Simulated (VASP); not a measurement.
# P (R-3m) in VASP: single point with r2SCAN+D3(BJ)

Aim: the single point of P with r2SCAN+D3(BJ).

Everything below comes from runs of VASP 6.6.1. Logs are shortened: lines on timing, memory, paths and dates and some standing lists are left out, and cuts for length are marked.

## Step 1: The crystal as given

It takes space group R-3m (No. 166, trigonal). Conventional cell: a = 3.375 Å, b = 3.375 Å, c = 8.287 Å, α = 90.00°, β = 90.00°, γ = 120.00°. P (site symmetry 3m) is surrounded by 6 P at 2.30 to 2.48 Å.

This isn't the form of P at room conditions, which is orthorhombic.

## Step 2: Single point, r2SCAN+D3(BJ)

The input, POSCAR:

```
P
1.0
    1.6873296145      0.9741802071      2.7622251876
   -1.6873296145      0.9741802071      2.7622251876
    0.0000000000     -1.9483604143      2.7622251876
P
2
Direct
    0.2405154109      0.2405154109      0.2405154109
    0.7594845891      0.7594845891      0.7594845891
```

The input, INCAR.step1:

```
PREC = Accurate
ENCUT = 520
ISMEAR = -1
SIGMA = 0.1
LREAL = False
LASPH = True
NELM = 100
NBANDS = 12
GGA = PE
ALGO = Normal
EDIFF = 1E-4
LWAVE = True
LCHARG = False
```

The input, INCAR.step2:

```
PREC = Accurate
ENCUT = 520
EDIFF = 1E-7
ISMEAR = -1
SIGMA = 0.1
LREAL = False
LASPH = True
NELM = 100
ALGO = Normal
ISIF = 2
LWAVE = False
LCHARG = False
METAGGA = R2SCAN
LMIXTAU = True
IVDW = 12
NBANDS = 12
VDW_S6 = 1.0
VDW_S8 = 0.78981345
VDW_A1 = 0.49484001
VDW_A2 = 5.73083694
ISTART = 1
```

The input, KPOINTS:

```
Automatic mesh
0
Gamma
  15 15 15
```

Potentials or basis: VASP PAW PBE potentials, release 64 (P).

Run with:

```bash
$ cat potpaw_PBE.64/P/POTCAR > POTCAR
$ cp INCAR.step1 INCAR
$ mpirun -np 1 vasp_std > vasp.out
$ cp INCAR.step2 INCAR
$ mpirun -np 1 vasp_std > vasp.out
```

OUTCAR:

```text
PREC = Accurate
   ENCUT = 520
   EDIFF = 1E-7
   ISMEAR = -1
   LREAL = False
   LASPH = True
   NELM = 100
   ISIF = 2
   METAGGA = R2SCAN
   IVDW = 12
   ISTART = 1
 IVDW          = 12

 ion  position               nearest neighbor table
   1  0.241  0.241  0.241-   2 2.30   2 2.30   2 2.30   2 2.48   2 2.48   2 2.48
   2  0.759  0.759  0.759-   1 2.30   1 2.30   1 2.30   1 2.48   1 2.48   1 2.48

  LATTYP: Found a trigonal (rhomboedric) cell.
 ALAT       =     3.3802361295
 COS(alpha) =     0.5016484943

  Lattice vectors:

 A1 = (   1.6873296145,   0.9741802071,   2.7622251876)
 A2 = (  -1.6873296145,   0.9741802071,   2.7622251876)
 A3 = (   0.0000000000,  -1.9483604143,   2.7622251876)

Analysis of symmetry for initial positions (statically):
=====================================================================
 Subroutine PRICEL returns:
 Original cell was already a primitive cell.

 Routine SETGRP: Setting up the symmetry group for a
 trigonal (rhombohedral) supercell.

 Subroutine GETGRP returns: Found 12 space group operations
 (whereof 12 operations were pure point group operations)
 out of a pool of 12 trial point group operations.

The static configuration has the point symmetry D_3d.

Analysis of symmetry for dynamics (positions and initial velocities):
=====================================================================
 Subroutine PRICEL returns:
 Original cell was already a primitive cell.

 Routine SETGRP: Setting up the symmetry group for a
 trigonal (rhombohedral) supercell.

 Subroutine GETGRP returns: Found 12 space group operations
 (whereof 12 operations were pure point group operations)
 out of a pool of 12 trial point group operations.

The dynamic configuration has the point symmetry D_3d.

 Subroutine INISYM returns: Found 12 space group operations
 (whereof 12 operations are pure point group operations),
 and found     1 'primitive' translations

----------------------------------------------------------------------------------------

                                     Primitive cell

  volume of cell :      27.2427

  direct lattice vectors                    reciprocal lattice vectors
     1.687329615  0.974180207  2.762225188     0.296326216  0.171084021  0.120675655
    -1.687329615  0.974180207  2.762225188    -0.296326216  0.171084021  0.120675655
     0.000000000 -1.948360414  2.762225188     0.000000000 -0.342168041  0.120675655

  length of vectors
     3.380236129  3.380236129  3.380236129     0.362824451  0.362824451  0.362824451

  position of ions in fractional coordinates (direct lattice)
     0.240515411  0.240515411  0.240515411
     0.759484589  0.759484589  0.759484589

  ion indices of the primitive-cell ions
   primitive index   ion index
                 1           1
                 2           2

----------------------------------------------------------------------------------------

 KPOINTS: Automatic mesh

Automatic generation of k-mesh.
 Grid dimensions read from file:
 generate k-points for:   15   15   15

 Generating k-lattice:

  Cartesian coordinates                     Fractional coordinates (reciprocal lattice)
     0.019755081  0.011405601  0.008045044     0.066666667  0.000000000  0.000000000
    -0.019755081  0.011405601  0.008045044     0.000000000  0.066666667  0.000000000
     0.000000000 -0.022811203  0.008045044     0.000000000  0.000000000  0.066666667

  Length of vectors
     0.024188297  0.024188297  0.024188297

  Shift w.r.t. Gamma in fractional coordinates (k-lattice)
     0.000000000  0.000000000  0.000000000

 Subroutine IBZKPT returns following result:
 ===========================================

 Found    344 irreducible k-points:

 Following reciprocal coordinates:
            Coordinates               Weight
  0.000000  0.000000  0.000000      1.000000
  0.066667  0.000000  0.000000      6.000000
  0.133333  0.000000  0.000000      6.000000
  0.200000  0.000000 -0.000000      6.000000
  0.266667  0.000000  0.000000      6.000000
  0.333333  0.000000  0.000000      6.000000
[... 16 lines left out ...]
  0.133333  0.133333  0.000000      6.000000
  0.200000  0.133333  0.000000     12.000000
 [... further k-points ...]
   k-points           NKPTS =    344   k-points in BZ     NKDIM =    344   number of bands    NBANDS=     12
   number of dos      NEDOS =    301   number of ions     NIONS =      2
   total plane-waves  NPLWV =  21952
   dimension x,y,z NGX =    28 NGY =   28 NGZ =   28
   dimension x,y,z NGXF=    56 NGYF=   56 NGZF=   56
   ions per type =               2
   NGX,Y,Z   is equivalent  to a cutoff of  13.77, 13.77, 13.77 a.u.
   NGXF,Y,Z  is equivalent  to a cutoff of  27.54, 27.54, 27.54 a.u.
 SYSTEM =  unknown system
   PREC   = accura    normal or accurate (medium, high low for compatibility)
   ISTART =      1    job   : 0-new  1-cont  2-samecut
   ICHARG =      0    charge: 1-file 2-atom 10-const
   ISPIN  =      1    spin polarized calculation?
   LNONCOLLINEAR =      F non collinear calculations
   LSORBIT =      F    spin-orbit coupling
   LASPH  =      T    aspherical Exc in radial PAW
   ENCUT  =  520.0 eV  38.22 Ry    6.18 a.u.   6.28  6.28  6.28*2*pi/ulx,y,z
   NELM   =    100;   NELMIN=  2; NELMDL=  0     # of ELM steps
   EDIFF  = 0.1E-06   stopping-criterion for ELM
   LREAL  =      F    real-space projection
   EDIFFG = 0.1E-05   stopping-criterion for IOM
   NSW    =      0    number of steps for IOM
   IBRION =     -1    ionic relax: 0-MD 1-quasi-New 2-CG
   NFREE  =      0    steps in history (QN), initial steepest desc. (CG)
   ISIF   =      2    stress and relaxation
   ISYM   =      2    0-nonsym 1-usesym 2-fastsym
   POTIM  = 0.5000    time-step for ionic-motion
   TEBEG  =    0.0;   TEEND  =   0.0 temperature during run
   PSTRESS=    0.0 pullay stress
   NELECT =      10.0000    total number of electrons
   NUPDOWN=      -1.0000    fix difference up-down
   EMIN   =  10.00;   EMAX   =-10.00  energy-range for DOS
   EFERMI =   0.00;   METHOD = LEGACY
   ISMEAR =    -1;   SIGMA  =   0.10  broadening in eV -4-tet -1-fermi 0-gaus
   EFERMI_NEDOS =   21; number of points for ismear=-14 and -15
   IALGO  =     38    algorithm
   IMIX   =      4    mixing-type and parameters
     AMIX     =   0.40;   BMIX     =  1.00
     AMIX_MAG =   1.60;   BMIX_MAG =  1.00
  volume/ion in A,a.u.               =      13.62        91.92
  Fermi-wavevector in a.u.,A,eV,Ry     =   1.172173  2.215085 18.694257  1.373989
  Thomas-Fermi vector in A             =   2.308605
   LORBIT       =      0    0 simple, 1 ext, 2 COOP (PROOUT), +10 PAW based schemes
   METAGGA = R2SCAN    functional components
   LHFCALC =     F    Hartree Fock is set to
   AEXX    =    0.0000 exact exchange contribution
   IVDW    =    12    specifies the selected vdW correction
   LEPSILON=     F    determine dielectric tensor
   LRPA    =     F    only Hartree local field effects (RPA)
 non-spin polarized calculation
  energy-cutoff  :      520.00
  volume of cell :       27.24
 maximum number of plane-waves:       751
 NGX is ok and might be reduce to    28
   NGX = 13   NGY = 13   NGZ = 13

 number of electron      10.0000000 magnetization

 Free energy of the ion-electron system (eV)
  ---------------------------------------------------
  ext. energy  EPLUGINS =         0.00000000
  ---------------------------------------------------
  free energy    TOTEN  =       -17.62982647 eV

  energy without entropy =      -17.61647344  energy(sigma->0) =      -17.62314996

 E-fermi :  10.8514     XC(G=0): -12.1736

 val. band max:       10.8404483618   @ k =   0.4000   0.3333   0.3333
 cond. band min:      10.8532893792   @ k =   0.4000   0.0667   0.0667
 fundamental gap:      0.0128410174
 Fermi energy:        10.8513902027

 k-point     1 :       0.0000    0.0000    0.0000
  band No.  band energies     occupation
      1      -7.5013      2.00000
      2       8.0245      2.00000
      3       8.0245      2.00000
      4       8.2163      2.00000
      5       9.9733      1.99969
      6      14.5278      0.00000
      7      15.0546      0.00000
      8      15.0546      0.00000
      9      16.6608      0.00000
     10      16.6608      0.00000
     11      17.3057      0.00000
     12      17.7994      0.00000

 k-point     2 :       0.0667    0.0000    0.0000
  band No.  band energies     occupation
      1      -7.4172      2.00000
      2       7.1272      2.00000
      3       7.9993      2.00000
      4       8.1738      2.00000
      5      10.6019      1.84759
      6      14.5073      0.00000
      7      14.9936      0.00000
      8      15.1548      0.00000
      9      15.8893      0.00000
     10      16.1278      0.00000
     11      16.7515      0.00000
     12      18.9700      0.00000

 k-point     3 :       0.1333    0.0000    0.0000
  band No.  band energies     occupation
      1      -7.1648      2.00000
      2       5.5465      2.00000
      3       7.9395      2.00000
      4       8.1186      2.00000
      5      11.2927      0.02395
      6      13.9696      0.00000
      7      14.0537      0.00000
      8      15.2519      0.00000
      9      15.9651      0.00000
     10      16.0666      0.00000
     11      16.7260      0.00000
     12      20.7285      0.00000

 k-point     4 :       0.2000    0.0000   -0.0000
  band No.  band energies     occupation
      1      -6.7454      2.00000
      2       3.8643      2.00000
      3       7.8815      2.00000
      4       8.0735      2.00000
      5      11.5552      0.00175
      6      12.9087      0.00000
      7      13.0074      0.00000
      8      14.9136      0.00000
      9      16.8773      0.00000
     10      16.8898      0.00000
     11      17.2790      0.00000
     12      22.6600      0.00000

 k-point     5 :       0.2667    0.0000    0.0000
  band No.  band energies     occupation
      1      -6.1607      2.00000
      2       2.2045      2.00000
      3       7.8610      2.00000
      4       8.0770      2.00000
      5      11.3810      0.00997
      6      11.8883      0.00006
      7      12.2877      0.00000
      8      14.3600      0.00000
      9      18.0224      0.00000
     10      18.0858      0.00000
     11      18.4118      0.00000
     12      24.7191      0.00000
[... 228 lines left out ...]
      1      -6.9684      2.00000
      2       4.8950      2.00000
      3       7.1412      2.00000
      4       8.5404      2.00000
      5      11.5352      0.00214
      6      12.9987      0.00000
      7      13.8089      0.00000
      8      15.3146      0.00000
      9      15.7959      0.00000
     10      17.0502      0.00000
     11      17.4042      0.00000
     12      20.3921      0.00000

 k-point    22 :      -0.0667    0.0667    0.0000
  band No.  band energies     occupation
      1      -7.2766      2.00000
      2       6.3037      2.00000
      3       7.5292      2.00000
      4       8.3668      2.00000
      5      11.1519      0.09441
      6      13.9313      0.00000
      7      14.7011      0.00000
      8      15.1617      0.00000
      9      15.5806      0.00000
     10      16.3052      0.00000
     11      17.1154      0.00000
     12      19.0959      0.00000

 k-point    23 :       0.1333    0.1333    0.0000
  band No.  band energies     occupation
      1      -7.0553      2.00000
      2       6.1030      2.00000
      3       7.1302      2.00000
      4       7.2034      2.00000
      5      11.4313      0.00604
      6      12.8982      0.00000
      7      14.0186      0.00000
      8      16.2766      0.00000
      9      16.5225      0.00000
     10      17.4199      0.00000
     11      17.6223      0.00000
     12      18.3048      0.00000

 k-point    24 :       0.2000    0.1333    0.0000
  band No.  band energies     occupation
      1      -6.7499      2.00000
      2       4.9517      2.00000
      3       6.8570      2.00000
      4       7.1947      2.00000
      5      10.3358      1.98854
      6      13.5126      0.00000
      7      13.9547      0.00000
      8      15.9570      0.00000
      9      16.5054      0.00000
     10      17.9215      0.00000
     11      18.4038      0.00000
     12      19.6196      0.00000

 [... further k-points ...]

------------------------ aborting loop because EDIFF is reached ----------------------------------------

 Edisp (eV)   -0.48575

 E8    (eV) :    -0.1382

  FORCE on cell =-STRESS in cart. coord.  units (eV):
  Direction    XX          YY          ZZ          XY          YZ          ZX
  --------------------------------------------------------------------------------------
  -------------------------------------------------------------------------------------
  Total       1.13123     1.13123     1.15308     0.00000    -0.00000     0.00000
  in kB      66.52904    66.52904    67.81422     0.00000    -0.00000     0.00000
  external pressure =       66.96 kB  Pullay stress =        0.00 kB

 VOLUME and BASIS-vectors are now :
 -----------------------------------------------------------------------------
  energy-cutoff  :      520.00
  volume of cell :       27.24
      direct lattice vectors                 reciprocal lattice vectors
     1.687329615  0.974180207  2.762225188     0.296326216  0.171084021  0.120675655
    -1.687329615  0.974180207  2.762225188    -0.296326216  0.171084021  0.120675655
     0.000000000 -1.948360414  2.762225188     0.000000000 -0.342168041  0.120675655

 POSITION                                       TOTAL-FORCE (eV/Angst)
 -----------------------------------------------------------------------------------
      0.00000     -0.00000      1.99307         0.000000      0.000000     -0.069179
      0.00000     -0.00000      6.29360         0.000000     -0.000000      0.069179
 -----------------------------------------------------------------------------------
    total drift:                               -0.000000     -0.000000     -0.000000

  FREE ENERGIE OF THE ION-ELECTRON SYSTEM (eV)
  ---------------------------------------------------
  free  energy   TOTEN  =       -18.1155795866 eV

  energy  without entropy=      -18.1022265627  energy(sigma->0) =      -18.10890307
```

Wall time 4.7 min (1 thread of Intel Xeon Platinum 8488C (Sapphire Rapids), shared host); peak memory 0.23 GiB.

Results:

```
Free energy                : -18.1156 eV
Pressure                   : 6.7 GPa
Largest force              : 0.069 eV/Å
Band gap on the k mesh     : none (metal or under the smearing width)
Dispersion energy per atom : -0.243 eV
```

Forces on the atoms (eV/Å):
```
P    0.000  0.000 -0.069
P    0.000  0.000  0.069
```

Stress tensor (GPa, compression positive):
```
6.65 0.00 0.00
0.00 6.65 0.00
0.00 0.00 6.78
```

Levels at points of the mesh, in eV from the Fermi level:
| k point | band 3 | band 4 | band 5 | band 6 | band 7 | band 8 |
| --- | --- | --- | --- | --- | --- | --- |
| (0.00, 0.00, 0.00) | -2.83 | -2.64 | -0.88 | 3.68 | 4.20 | 4.20 |

Caveat: the PAW data sets were made with another functional, which shifts forces and pressure a little; pairwise dispersion overbinds metals, which lowers pressure and volume.
